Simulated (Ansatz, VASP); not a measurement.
## One calculation of ZnS, two programs

```
Zn S
1.0
     0.00000    2.74522    2.78579
     2.74522    0.00000    2.78579
     2.74522    2.74522    0.00000
Zn S
1 1
Direct
  0.00000 0.00000 0.00000
  0.75000 0.75000 0.75000
```

Change from the starting cell: strain +0.015 along x and y, +0.030 along z, atoms carried along.

Alike in both runs: task single point; functional PBE; k mesh 10 × 10 × 10; occupations gaussian, width 0.05 eV; no spin polarisation.

```csv
,VASP,Ansatz
version,VASP 6.6.1,Ansatz 0.2.0
potentials or method,"VASP PAW PBE potentials, release 64 (Zn, S)","scalar-relativistic, plane waves, PAW"
plane-wave cutoff (eV),520,420
valence electrons in the cell,18,18
```

|  | VASP | Ansatz | Ansatz less VASP |
| --- | --- | --- | --- |
| gap on the k mesh at the Fermi level (eV) | 1.83 | 1.83 | -0.002 |
| least direct gap on the mesh (eV) | 1.83 | 1.83 | -0.002 |
| pressure (GPa) | -2.5 | -2.6 | -0.11 |
| largest component of the traceless stress (GPa) | 0.42 | 0.42 | +0.003 |
